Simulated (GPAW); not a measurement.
# ZnS (Wurtzite-2H) (P6_3mc) in GPAW: a series of runs, part 2 of 2

GPAW 26.7.0.

## 3. Single point, PBE

The input, run.py:

```python
from ase import Atoms
from ase.dft.bandgap import bandgap
from ase.io import write
from ase.units import GPa
from gpaw import GPAW, PW

atoms = Atoms(['Zn', 'Zn', 'S', 'S'],
              cell=[[3.811, 0.0, 0.0],
                    [-1.9055, 3.3004228138, 0.0],
                    [0.0, 0.0, 6.234]],
              scaled_positions=[[0.6666666667, 0.3333333333, 0.5],
                                [0.3333333333, 0.6666666667, 0.0],
                                [0.6666666667, 0.3333333333, 0.885],
                                [0.3333333333, 0.6666666667, 0.385]],
              pbc=True)

calc = GPAW(mode=PW(450),
            xc='PBE',
            kpts={'size': (7, 7, 4), 'gamma': True},
            occupations={'name': 'fermi-dirac', 'width': 0.05},
            nbands=31,
            maxiter=120,
            txt='gpaw.txt')
atoms.calc = calc
energy = atoms.get_potential_energy()
forces = atoms.get_forces()
stress = atoms.get_stress()
calc.write('gs.gpw')
write('result.traj', atoms)
print(f'Energy: {energy:.6f} eV')
print('Forces (eV/A):')
print(forces.round(4))
print('Stress (GPa):', (stress / GPa).round(3))
print('Fermi level:', round(calc.get_fermi_level(), 4), 'eV')
print(f'Gap: {bandgap(calc)[0]:.4f} eV, direct: {bandgap(calc, direct=True)[0]:.4f} eV')
```

Potentials or basis: GPAW PAW data sets (gpaw-data 1.2.1), pw.

Started as:

```bash
> OMP_NUM_THREADS=1 python run.py
```

gpaw.txt:

```text
__  _  _
 | _ |_)|_||  |
 |__||  | ||/\| - 26.7.0

Input parameters:
  mode=PW(ecut=450.00000000000006),
  kpts=MonkhorstPack(size=(7, 7, 4), gamma=True),
  maxiter=120,
  nbands=31,
  occupations=Occupations(name='fermi-dirac', width=0.05),
  xc=XC(name='PBE')

Diagonalizing LCAO Hamiltonian
Converting LCAO to pw mode

            S

            Zn
        S

        Zn

Atoms  # Å, Bohr magnetons
|   | symbol |         x |        y |        z |    initial magnetic moments |
|---|--------|-----------|----------|----------|-----------------------------|
| 0 |     Zn |  1.905500 | 1.100141 | 3.117000 | ( 0.0000,  0.0000,  0.0000) |
| 1 |     Zn | -0.000000 | 2.200282 | 0.000000 | ( 0.0000,  0.0000,  0.0000) |
| 2 |      S |  1.905500 | 1.100141 | 5.517090 | ( 0.0000,  0.0000,  0.0000) |
| 3 |      S | -0.000000 | 2.200282 | 2.400090 | ( 0.0000,  0.0000,  0.0000) |

Unit cell  # Å
| periodic |         x |        y |        z |  lengths |     angles |
|----------|-----------|----------|----------|----------|------------|
|      yes |  3.811000 | 0.000000 | 0.000000 | 3.811000 |  90.000000 |
|      yes | -1.905500 | 3.300423 | 0.000000 | 3.811000 |  90.000000 |
|      yes |  0.000000 | 0.000000 | 6.234000 | 6.234000 | 120.000000 |

Number of symmetries: 6
Symmetry operations  # r_c * U_cc + t_c -> r_c
|   | kind |            matrix            |
|---|------|------------------------------|
| 0 |  σ   |  1, 1, 0,  0,-1, 0,  0, 0, 1 |
| 1 |  E   |  1, 0, 0,  0, 1, 0,  0, 0, 1 |
[... 133 lines left out ...]
- Maximum integral of absolute [eigenst]ate change: 4e-08 eV^2 / valence electron
maximum number of iterations: 120

SCF iterations
|iter     | |      energy | eigst |  dens |
|---------|-|-------------|-------|-------|
|iter:   1| |  -14.502535 | -0.02 |       |
|iter:   2| |  -14.335601 | -1.61 | -1.18 |
|iter:   3| |  -13.762285 | -1.39 | -1.23 |
|iter:   4| |  -13.762660 | -2.57 | -1.79 |
|iter:   5| |  -13.765573c| -3.74 | -2.23 |
|iter:   6| |  -13.765454c| -4.24 | -2.99 |
|iter:   7| |  -13.765501c| -5.13 | -3.51 |
|iter:   8| |  -13.765514c| -6.23 | -3.85 |
|iter:   9| |  -13.765514c| -7.67c| -4.64c|

Converged in 9 steps
Energy contributions relative to reference atoms: (reference = -119437.893101)

Energy contributions:
  Kinetic:          23.511028
  Coulomb:         -19.746815
  Zero:              0.031072
  External:          0.000000
  Xc:              -17.560798
  Entropy:          -0.000000
  Spinorbit:         0.000000
  ----------------------------
  Free energy:     -13.765514
  Extrapolated:    -13.765514

dipole moment: (-0.000005, 0.000004, -7.453781)  # |e|*Ang

Fermi level: 4.766
Eigenvalues  # (at kpt = [0.000, 0.000, 0.000])
| band index |      eig [eV] | occ [0-2] |
|------------|---------------|-----------|
|          0 |        -9.372 |     2.000 |
|        ... |               |           |
|         10 |        -1.968 |     2.000 |
|         11 |        -1.810 |     2.000 |
|         12 |        -1.339 |     2.000 |
|         13 |         2.963 |     2.000 |
|         14 |         2.963 |     2.000 |
|         15 |         3.808 |     2.000 |
[... 8 lines left out ...]
|         24 |        11.402 |     0.000 |
|         25 |        13.117 |     0.000 |
|        ... |               |           |
|         30 |        16.152 |     0.000 |

Gap: 2.244 eV
Transition (v -> c):
  (s=0, k=0, n=17, [0.00, 0.00, 0.00]) -> (s=0, k=0, n=18, [0.00, 0.00, 0.00])
No difference between direct/indirect transitions

Forces  # eV/Ang
|        x |       y |        z |
|----------|---------|----------|
| -0.00000 | 0.00000 |  0.32793 |  # Zn   0
|  0.00000 | 0.00000 |  0.32763 |  # Zn   1
| -0.00000 | 0.00000 | -0.32826 |  # S    2
|  0.00000 | 0.00000 | -0.32747 |  # S    3

Stress tensor  # eV/Ang^3
|         x |         y |         z |
|-----------|-----------|-----------|
| -0.016491 |  0.000000 |  0.000000 |
|  0.000000 | -0.016491 | -0.000000 |
|  0.000000 | -0.000000 | -0.003225 |

# Writing to gs.gpw (mode='')
```

stdout:

```text
Energy: -13.765514 eV
Forces (eV/A):
[[-0.      0.      0.3279]
 [ 0.      0.      0.3276]
 [-0.      0.     -0.3283]
 [ 0.      0.     -0.3275]]
Stress (GPa): [-2.642 -2.642 -0.517 -0.     0.     0.   ]
Fermi level: 4.7657 eV
Gap: 2.2436 eV, direct: 2.2436 eV
```

It took 20 s on 1 thread of Arm Neoverse V2, shared host; peak memory 0.17 GiB.

Results:

| Property | Result |
| --- | --- |
| Free energy | -13.7655 eV |
| Pressure | 1.9 GPa |
| Largest force | 0.328 eV/Å |
| Band gap on the k mesh | 2.24 eV, direct |

Forces on the atoms (eV/Å):
```
Zn   0.000  0.000  0.328
Zn   0.000  0.000  0.328
S    0.000  0.000 -0.328
S    0.000  0.000 -0.327
```

Stress tensor (GPa, compression positive):
```
2.64 0.00 0.00
0.00 2.64 0.00
0.00 0.00 0.52
```

Caveat: the cutoff is short for stress and forces, so pressures can be off by a GPa or more.

## 4. Relaxation of cell and atoms, TPSS

The input, run.py:

```python
from ase.filters import FrechetCellFilter
from ase.io import read, write
from ase.optimize import FIRE
from gpaw import GPAW, PW

atoms = read('POSCAR')

calc = GPAW(mode=PW(600),
            xc='MGGA_X_TPSS+MGGA_C_TPSS',
            kpts={'size': (6, 6, 3), 'gamma': True},
            occupations={'name': 'fermi-dirac', 'width': 0.05},
            nbands=31,
            convergence={'density': 1e-06, 'energy': 1e-06, 'eigenstates': 1e-10},
            eigensolver='davidson',
            maxiter=150,
            txt='gpaw.txt')
atoms.calc = calc
opt = FIRE(FrechetCellFilter(atoms), trajectory='relax.traj', logfile='-')
done = opt.run(fmax=0.02, steps=100)
calc.write('gs.gpw')
write('result.traj', atoms)
print('Converged:', done)
print('Cell:', atoms.cell.cellpar().round(4))
print('Volume:', round(atoms.get_volume(), 4))
print(atoms.get_scaled_positions().round(5))
```

The input, POSCAR:

```
ZnS
1.0
    3.8110000000      0.0000000000      0.0000000000
   -1.9055000000      3.3004228138      0.0000000000
    0.0000000000      0.0000000000      6.2340000000
Zn S
2 2
Direct
    0.6666666667      0.3333333333      0.5000000000
    0.3333333333      0.6666666667      0.0000000000
    0.6666666667      0.3333333333      0.8850000000
    0.3333333333      0.6666666667      0.3850000000
```

Started as:

```bash
> OMP_NUM_THREADS=1 python run.py
```

Run time: 31 min. Hardware: 1 thread of AMD EPYC 7R13 (Zen 3), shared host; peak memory 1.9 GiB.

Results (log left out):

```
Free energy                            : -38.6819 eV
Relaxed volume                         : 20.19 Å³/atom
Relaxed cell                           : a = 3.852 Å, b = 3.852 Å, c = 6.284 Å, α = 90.00°, β = 90.00°, γ = 120.00°
Space group after relaxing (to 0.05 Å) : P6_3mc (No. 186)
Energy gained by relaxing              : 9.6 meV/atom
Ionic steps                            : 22
Pressure after relaxing                : 0.0 GPa
Largest force after relaxing           : 0.019 eV/Å
Band gap on the k mesh                 : 2.24 eV, direct
```

Forces in eV/Å, atoms in the order of the input:
```
Zn   0.000  0.000  0.019
Zn   0.000  0.000  0.019
S    0.000  0.000 -0.019
S    0.000  0.000 -0.019
```

Stress tensor (GPa, compression positive):
```
-0.02  0.00  0.00
 0.00 -0.02  0.00
 0.00  0.00  0.10
```

The path:
```
step  energy change (eV)  largest force (eV/Å)  pressure (GPa)  volume (Å³)
   1              0.0000                0.3251            2.39        78.41
   2             -0.0071                0.2891            2.18        78.58
   3             -0.0184                0.2192            1.80        78.91
   4             -0.0294                0.1209            1.30        79.38
   5             -0.0357                0.0053            0.74        79.96
   6             -0.0358                0.1018            0.15        80.62
   7             -0.0359                0.0980            0.14        80.62
   8             -0.0362                0.0906            0.14        80.63
   9             -0.0366                0.0799            0.13        80.64
  10             -0.0370                0.0664            0.12        80.65
  11             -0.0375                0.0507            0.10        80.66
  12             -0.0379                0.0333            0.09        80.68
  13             -0.0381                0.0150            0.07        80.69
  14             -0.0383                0.0052            0.05        80.72
  15             -0.0383                0.0248            0.03        80.74
  16             -0.0383                0.0245            0.03        80.74
  17             -0.0383                0.0241            0.03        80.74
  18             -0.0383                0.0234            0.03        80.74
  19             -0.0383                0.0225            0.03        80.75
  20             -0.0383                0.0214            0.03        80.75
  21             -0.0383                0.0201            0.02        80.75
  22             -0.0383                0.0187            0.02        80.75
```

Final structure:
```
CELL_PARAMETERS angstrom
3.85201 0.00000 0.00000
-1.92601 3.33594 0.00000
0.00000 0.00000 6.28390
ATOMIC_POSITIONS crystal
Zn 0.66667 0.33333 0.50444
Zn 0.33333 0.66667 0.00444
S 0.66667 0.33333 0.88057
S 0.33333 0.66667 0.38057
```

Levels at points of the mesh, in eV from the valence-band top:
```tsv
k point	band 14	band 15	band 16	band 17	band 18	band 19	band 20	band 21	band 22	band 23
(0.00, 0.00, 0.00)	-0.87	-0.87	-0.04	0.00	0.00	2.24	3.16	6.50	6.50	6.84
(0.50, 0.50, 0.00)	-4.01	-3.15	-2.18	-1.60	-0.86	3.80	4.35	5.28	7.10	7.51
```

Caveat: later steps reuse the first step's grids; the PAW data sets were made with another functional, which shifts forces and pressure a little.

## 5. Overview

```tsv
task	level	potentials or basis	cell	k mesh	cutoff (eV)	maxiter	optimizer	fmax	max steps	eigensolver	gap on the mesh (eV)	pressure (GPa)	relaxed volume (Å³/atom)	largest force (eV/Å)
relaxation of cell and atoms	PBEsol+D3(BJ)	PAW data sets generated in the run's folder for this functional, pw	relaxed	6 × 6 × 3	600	150	BFGS	0.02 eV/Å	100	-	2.27	0.0	18.70	0.01
single point	PBE	GPAW PAW data sets (gpaw-data 1.2.1), pw	as given	7 × 7 × 4	450	120	-	-	-	-	2.24	1.9	-	0.33
relaxation of cell and atoms	TPSS	GPAW PAW data sets (gpaw-data 1.2.1), pw	relaxed	6 × 6 × 3	600	150	FIRE	0.02 eV/Å	100	davidson	2.24	0.0	20.19	0.02
```

Alike in all rows: no spin polarisation; smearing fermi-dirac 0.05 eV.

Caveats: later steps reuse the first step's grids (some runs); the cutoff is short for stress and forces, so pressures can be off by a GPa or more (some runs); the PAW data sets were made with another functional, which shifts forces and pressure a little (some runs).

Total energies depend on the potentials used, so only differences within one code and one set of settings carry meaning.

## 6. Comparison with measurements

Step 3. Against the measured gap of ZnS, 3.911 eV (direct; 4 K; a printed reference work, monograph), the calculated 2.24 eV is off by -1.67 eV. The value is that of PBE, without temperature or zero-point motion. Semilocal functionals fall short of measured gaps as a rule.
